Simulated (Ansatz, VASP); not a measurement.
## Cross-check of FeP (Murashkoite) between VASP and Ansatz

Aim: how closely do two programs agree when they are given the same cell, functional and k mesh? The structure shown comes from an earlier Ansatz run, which isn't shown and may have moved the atoms alone.

Calculated with Ansatz 0.2.0; plane waves, with VASP 6.6.1 beside it; elastic constants at LDA.

### 1. The starting structure

Symmetry: Pnma, No. 62, orthorhombic system. Conventional cell: a = 5.054 Å, b = 2.982 Å, c = 5.670 Å, α = 90.00°, β = 90.00°, γ = 90.00°. Nearest to Fe lie 6 P at 2.19 to 2.29 Å. Nearest to P lie 6 Fe at 2.19 to 2.29 Å. Farther neighbours are not listed.

### 2. Ansatz: elastic constants, LDA

Ansatz runs on its default PAW (the set named soft_2) files.

Elastic constants are differences of stresses under small strains, so they test the stress and the mesh.

Input file input.yaml:

```yaml
crystal:
  lattice:
    - [5.0544824142, 0.0, 0.0]
    - [0.0, 2.9822945455, 0.0]
    - [0.0, 0.0, 5.6702763952]
  atoms:
    - { symbol: Fe, position: [0.0014985342, 0.25, 0.2019236908], spin: 0.5 }
    - { symbol: Fe, position: [0.4985014658, 0.75, 0.7019236908], spin: 0.5 }
    - { symbol: Fe, position: [0.5014984943, 0.25, 0.298076298], spin: -0.5 }
    - { symbol: Fe, position: [0.9985015057, 0.75, 0.798076298], spin: -0.5 }
    - { symbol: P, position: [0.1911077995, 0.25, 0.5669168177] }
    - { symbol: P, position: [0.3088922005, 0.75, 0.0669168177] }
    - { symbol: P, position: [0.6911078718, 0.25, 0.9330831935] }
    - { symbol: P, position: [0.8088921282, 0.75, 0.4330831935] }
kpoints:
  mp_grid: { grid: [6, 8, 6] }
hamiltonian:
  xc: lda
scf:
  occupations: { method: methfessel_paxton, width: 0.1 }
output:
  forces: true
  stress: true
  eigenvalues: true
  populations: true
magnetization:
  spin_polarized: true
elastic:
  mode: relaxed_ion
  stencil: two_point
  amplitude: 0.01
```

On the command line:

```sh
$ ansatz run input.yaml --threads 4 --pin off --max-ram 16384MiB --backend cpu --events-out ev --progress --plain --runs-dir out
```

Numbers of over 12 decimals in the logs are rounded to 6 here.

The program printed:

```text
Engine: ansatz 0.2.0, x86_64-unknown-linux-gnu
Pseudopotentials: kind: paw
Pseudopotential: Fe, paw, valence charge 16, recommended cutoff 420 eV (normal), Fe.paw.azcp
Pseudopotential: P, paw, valence charge 5, recommended cutoff 420 eV (normal), P.paw.azcp
Functional definition: SPW92
  exchange = slater_x
  correlation = pw_c
Crystal: 8 atoms, lattice volume = 85.473 Å³
Basis set: ecut = 420 eV, 1667 PW (Γ)
Bands: 52, of which v1, the nominal top of the filled ones, is band 42 counted from 1 (41 counted from 0)
Symmetry: 4 space group operations
Space group: Pmn21 (ITA 31), of the structure as read, at distance tolerance 4.4e-5 Å
Magnetic group: BNS 62.445 (UNI 543), of the structure as read, at distance tolerance 4.4e-5 Å
k-points: 80 of 288 (time reversal used)
Non-local potential: Fe, projectors of the file, l = 0: 3, l = 1: 2, l = 2: 3, l = 3: 1
Non-local potential: P, projectors of the file, l = 0: 2, l = 1: 2, l = 2: 2
PAW form: soft (Blöchl's): semilocal exchange-correlation on the pseudo side does not see the compensation charge
PAW frozen core: Fe, regenerated for the run's functional, and the local potential with it (the file was generated under x = pbe(κ = 0.804, μ = 0.219515), c = pbe(β = 0.066725))
PAW frozen core: P, regenerated for the run's functional, and the local potential with it (the file was generated under x = pbe(κ = 0.804, μ = 0.219515), c = pbe(β = 0.066725))
PAW one-centre angular grid: Fe, 590 points (default); XC on 64 Gauss nodes
PAW one-centre angular grid: P, 110 points (default); XC on 64 Gauss nodes
Initial density: superposition of atomic densities (chi_scale 0.1, normalization cell)
Starting moments: Σ|m| = 2 μB on 4 of 8 sites
Starting magnetic order: antiferromagnet; an inversion exchanges its spin sublattices: spin-degenerate at every k-point
Initial wavefunctions: pseudopotential atomic-orbital guess
Functional: x = slater, c = lda
SCF 1 converged in 17 iterations: F = -20590.406221 eV  dr2 = 1.36e-8
  greatest PAW one-centre occupation: 1.002 electrons in one spin orbital (limit 2), on the Fe atom at site 3 (counted from 0), in its partial waves of l = 1
Initial density: read from a saved state, or passed on in memory by an earlier SCF of this step, an earlier step, the calling program or the single point that the run made first
Stability of the state it starts from, as read at its close in the collinear treatment: not read, because cold or Methfessel-Paxton smearing, or corrected tetrahedra, fill the levels in a way that the test cannot read (fill_not_monotonic); its run was given moments
Starting moments: Σ|m| = 2 μB on 4 of 8 sites; this step starts from the density that it was given
iter 1 solved again at ethr=6.46e-7 eV; its pass at ethr=3.10e-3 eV (dr2=5.42e-4 eV) is discarded
SCF iter   1: F=—  HF=-20590.406221 eV  |F-HF|=—  |Δ(HF+E_count)|=         —  Δρ=2.22e-6 (↑2.22e-6 ↓1.61e-6)  dr2=1.22e-8  dr2_m=1.39e-10  M=0.000 μB ∫|m|=1.993 μB  β_m=0.30  ethr=6.46e-7  ⟨swp⟩=3.0  Hψ=52066  notcnv=0
eigensolver tolerance schedule: the retry pair's looser diagonalisation over-reported the residual by 44338.13 of it (diagonalisation noise at an unbounded share of the residual, at the tolerance the schedule requests for it); recorded, not acted on — ethr = c·dr2/N_el stays at c = 1.0e-1
preconditioner: auto → Kerker (q_TF=auto, 2.720 Å⁻¹)  [metal: Δε(μ)=0.016 eV  Ē_g=7.100 eV  σ=0.100 eV  W_gap=0.13  n_scr=34 (ndim 8)  ℏωp=29.0 eV  f_vac=0.000  D(μ)=2.49/eV (n_scr^D=12)]
spin=Collinear: Kerker preconditioning applied to the charge; magnetization (m = ρ↑ − ρ↓) channel mixes plain (no charge-response kernel on spin).
SCF iter   2: F=—  HF=-20590.406221 eV  |F-HF|=—  |Δ(HF+E_count)|=   6.53e-7  S|Δr|=    0.00e0  Δρ=3.39e-6 (↑3.00e-6 ↓3.39e-6)  dr2=3.54e-8  dr2_m=7.52e-11  M=-0.000 μB ∫|m|=1.993 μB  β_m=0.30  ethr=1.46e-11  ⟨swp⟩=3.5  Hψ=21267  notcnv=0
SCF iter   3: F=—  HF=-20590.406221 eV  |F-HF|=—  |Δ(HF+E_count)|=   1.63e-9  S|Δr|=    0.00e0  Δρ=7.33e-7 (↑7.33e-7 ↓5.12e-7)  dr2=1.02e-9  dr2_m=5.58e-11  M=-0.000 μB ∫|m|=1.993 μB  β_m=0.45  ethr=1.46e-11  ⟨swp⟩=1.9  Hψ=8824  notcnv=0
SCF iter   4: F=—  HF=-20590.406221 eV  |F-HF|=—  |Δ(HF+E_count)|=  3.27e-11  S|Δr|=    0.00e0  Δρ=3.14e-7 (↑2.09e-7 ↓3.14e-7)  dr2=1.23e-10  dr2_m=2.01e-11  M=-0.000 μB ∫|m|=1.993 μB  β_m=0.47  ethr=1.22e-12  ⟨swp⟩=2.0  Hψ=9792  notcnv=0
SCF iter   5: F=—  HF=-20590.406221 eV  |F-HF|=—  |Δ(HF+E_count)|=  1.09e-11  S|Δr|=    0.00e0  Δρ=2.08e-7 (↑2.08e-7 ↓2.03e-7)  dr2=6.97e-11  dr2_m=1.48e-11  M=-0.000 μB ∫|m|=1.993 μB  β_m=0.49  ethr=1.47e-13 (applied; sched 1.00e-12)  ⟨swp⟩=2.1  Hψ=11631  notcnv=0
SCF iter   6: F=—  HF=-20590.406221 eV  |F-HF|=—  |Δ(HF+E_count)|=  7.28e-12  S|Δr|=    0.00e0  Δρ=1.83e-7 (↑1.03e-7 ↓1.83e-7)  dr2=3.14e-11  dr2_m=8.79e-12  M=-0.000 μB ∫|m|=1.993 μB  β_m=0.68  ethr=8.30e-14 (applied; sched 1.00e-12)  ⟨swp⟩=2.0  Hψ=10832  notcnv=0
[...]
Free energy (F): -20590.406221 eV
Harris-Foulkes:  -20590.406221 eV  (|F-HF|=1.09e-11)
Internal energy: -20590.406468 eV  (E = F + TS)
E sigma→0 (E₀):  -20590.406282 eV
Entropy (-TS):   0.000247 eV (0.031 meV/atom)
Fermi energy:    17.641204 eV
--- Per-component energies (eV) ---
  E_band       = -707.951043
  E_kinetic    = 1748.309345
[...]
atom   4  Fe    -0.00001218     0.00000000     0.00000332
  atom   5  P      0.00000272     0.00000000     0.00000009
  atom   6  P     -0.00000272     0.00000000     0.00000009
  atom   7  P      0.00000301     0.00000000    -0.00000003
  atom   8  P     -0.00000301     0.00000000    -0.00000003
  max |Σ_I F_I| component: 5.29e-9 eV/Å
--- Stress (GPa, compression-positive) ---
        0.000138       0.000000       0.000000
        0.000000      -0.000807       0.000000
        0.000000       0.000000      -0.000659
  P = ⅓ Tr σ = -0.0004 GPa (-0.004 kbar)
--- Band table (eV; the first three rows and the last of 160) ---
  k-point 0 ↑: bands = [... 38 lower, 16.8584, 16.9684, 17.0351, 17.4268, 17.4452, 18.1971, 19.4582, 19.7381, ... 6 higher]
  k-point 1 ↑: bands = [... 38 lower, 16.5235, 17.0362, 17.2916, 17.3216, 17.7958, 18.2680, 19.3827, 19.8057, ... 6 higher]
  k-point 2 ↑: bands = [... 38 lower, 16.4523, 17.0481, 17.0979, 17.2639, 18.4654, 18.6180, 19.0994, 20.0418, ... 6 higher]
  k-point 79 ↓: bands = [... 38 lower, 16.8250, 16.8250, 17.2854, 17.2854, 17.9408, 17.9408, 19.9735, 19.9735, ... 6 higher]
--- Elastic constants: 6 strain directions × 2 members + reference (group order 4) ---
  dense FFT box of the reference and of every strained cell: 36×24×40
  strains applied: 11, 22, 33, 23, 13, 12; error gains: componentwise 1.00 (the most a stress slope's error grows in a printed constant), spectral 1.00 (1 for all six strains in a standard setting)
  reference relaxed by the batch: 3 steps; max|allowed force component| 2.82e-4 eV/Å at the deck's positions, 1.22e-5 at the last accepted step, 1.22e-5 by the solve of record
  largest displacement 1.7e-5 Å; the constants are those of the deck's cell at these positions:
  atoms:
    - { symbol: Fe, position: [0.00149839, 0.25, 0.201923] }
    - { symbol: Fe, position: [0.498502, 0.750000, 0.701923] }
    - { symbol: Fe, position: [0.501498, 0.25, 0.298077] }
    - { symbol: Fe, position: [0.998502, 0.750000, 0.798077] }
    - { symbol: P, position: [0.191108, 0.25, 0.566914] }
    - { symbol: P, position: [0.308892, 0.750000, 0.066914] }
    - { symbol: P, position: [0.691108, 0.25, 0.933086] }
    - { symbol: P, position: [0.808892, 0.750000, 0.433086] }
  C = ∂σ_k/∂η_j (tension-positive GPa; Voigt order 11 22 33 23 13 12):
       498.642    154.134    148.365      0.000      0.000      0.000
       154.339    318.181    179.778      0.000      0.000      0.000
       148.403    179.603    463.009      0.000      0.000      0.000
         0.000      0.000      0.000    173.727      0.000      0.000
         0.000      0.000      0.000      0.000    166.422      0.000
         0.000      0.000      0.000      0.000      0.000    175.548
  reference stress σ⁰ (GPa):     -0.000      0.001      0.001     -0.000     -0.000     -0.000
  C* (energy form; C + prestress term) asymmetry max|C*_kj − C*_jk| = 2.067e-1 GPa — a small one proves nothing (zero by symmetry where the batch's group is 432, −43m or m−3m); a large one is finite-difference/SCF noise where every solve meets its electron count
  moduli (Voigt/Reuss/Hill, GPa): K = 249.38/241.65/245.52   G = 156.31/147.09/151.70   E = 377.37   ν = 0.244
  mechanically stable: yes (min eigenvalue of sym C = 166.42 GPa)
  strain η (Voigt 11):  stress-route row diagonal C_11 = 498.64 GPa, energy-path curvature d²(F+E_count+ΔE)/dδ²/Ω₀ = 498.62 GPa
         δ    σ_11 (GPa)             F (eV)   n_scf  n_hpsi   n_pw
    -1.000e-2      -5.1713      -20590.3925961       2   63743   1680   relax 7 steps, max|allowed force component| 1.16e-5 eV/Å
     1.000e-2       4.8015      -20590.3932586       4   96542   1706   relax 5 steps, max|allowed force component| 9.13e-6 eV/Å
  strain η (Voigt 22):  stress-route row diagonal C_22 = 318.18 GPa, energy-path curvature d²(F+E_count+ΔE)/dδ²/Ω₀ = 317.93 GPa
         δ    σ_22 (GPa)             F (eV)   n_scf  n_hpsi   n_pw
    -1.000e-2      -3.2802      -20590.3976069       2   63917   1680   relax 6 steps, max|allowed force component| 1.72e-5 eV/Å
     1.000e-2       3.0834      -20590.3979354       2   63785   1710   relax 5 steps, max|allowed force component| 1.51e-6 eV/Å
  strain η (Voigt 33):  stress-route row diagonal C_33 = 463.01 GPa, energy-path curvature d²(F+E_count+ΔE)/dδ²/Ω₀ = 462.92 GPa
         δ    σ_33 (GPa)             F (eV)   n_scf  n_hpsi   n_pw
    -1.000e-2      -4.7697      -20590.3936554       2   64293   1680   relax 5 steps, max|allowed force component| 1.45e-5 eV/Å
     1.000e-2       4.4905      -20590.3941307       2   63890   1714   relax 6 steps, max|allowed force component| 4.65e-6 eV/Å
  strain η (Voigt 23):  stress-route row diagonal C_44 = 173.73 GPa, energy-path curvature d²(F+E_count+ΔE)/dδ²/Ω₀ = 173.66 GPa
         δ    σ_23 (GPa)             F (eV)   n_scf  n_hpsi   n_pw
    -1.000e-2      -1.7373      -20590.4016198       2   83411   1693   relax 5 steps, max|allowed force component| 2.17e-5 eV/Å
     1.000e-2       1.7373      -20590.4016198       2   83230   1693   relax 6 steps, max|allowed force component| 1.23e-5 eV/Å
  strain η (Voigt 13):  stress-route row diagonal C_55 = 166.42 GPa, energy-path curvature d²(F+E_count+ΔE)/dδ²/Ω₀ = 166.47 GPa
         δ    σ_13 (GPa)             F (eV)   n_scf  n_hpsi   n_pw
    -1.000e-2      -1.6642      -20590.4018143       2   80313   1696   relax 6 steps, max|allowed force component| 3.07e-5 eV/Å
     1.000e-2       1.6642      -20590.4018143       2   80214   1696   relax 5 steps, max|allowed force component| 1.23e-5 eV/Å
  strain η (Voigt 12):  stress-route row diagonal C_66 = 175.55 GPa, energy-path curvature d²(F+E_count+ΔE)/dδ²/Ω₀ = 175.63 GPa
         δ    σ_12 (GPa)             F (eV)   n_scf  n_hpsi   n_pw
    -1.000e-2      -1.7555      -20590.4015700       2   83375   1690   relax 5 steps, max|allowed force component| 2.38e-5 eV/Å
     1.000e-2       1.7555      -20590.4015700       2   83335   1690   relax 5 steps, max|allowed force component| 4.32e-5 eV/Å
--- Löwdin populations: 8 sites ---
  site symbol       q [e]    m [muB]
     0     Fe     15.8348     0.4621
     1     Fe     15.8348     0.4621
     2     Fe     15.8348    -0.4621
     3     Fe     15.8348    -0.4621
     4      P      4.8662     0.0020
     5      P      4.8662     0.0020
     6      P      4.8662    -0.0020
     7      P      4.8662    -0.0020
  spilling = 0.014238 (of n_electrons = 84.000000)
```

The column dr2 measures how far the density is from self-consistency, as an energy; F and HF (Harris–Foulkes) agree once it is small.

(Part 1 of 2 ends here.)

[Lines on the potential files, build, host, timing and source positions are cut from VASP's logs without a mark.]

[Logs are printed without paths, hosts, clocks, repeated set-up lines and the standing remarks that a program may print on its own settings, such as how far it seeks lower states.]

[Hosts, paths, dates, database ids (printed as entryN), source tags and the programs' standing remarks are cut or masked in the printed files.]
